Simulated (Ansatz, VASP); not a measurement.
**One calculation of Si, two programs**

```
Si
1.0
     0.00000    2.77784    2.77784
     2.77784    0.00000    2.77784
     2.77784    2.77784    0.00000
Si
2
Direct
  0.50000 0.50000 0.50000
  0.75000 0.75000 0.75000
```

Alike in both runs: task single point; functional PBE; k mesh 10 × 10 × 10; occupations gaussian, width 0.05 eV; no spin polarisation.

|  | VASP | Ansatz |
| --- | --- | --- |
| version | VASP 6.6.1 | Ansatz 0.2.0 |
| potentials or method | VASP PAW PBE potentials, release 64 (Si) | scalar-relativistic, plane waves, PAW |
| plane-wave cutoff (eV) | 520 | 420 |
| valence electrons in the cell | 8 | 8 |

```csv
,VASP,Ansatz,Ansatz less VASP
gap on the k mesh at the Fermi level (eV),0.69,0.69,-0.001
least direct gap on the mesh (eV),2.44,2.44,-0.002
pressure (GPa),-3.8,-3.8,+0.05
```

A k mesh can miss the band edges.
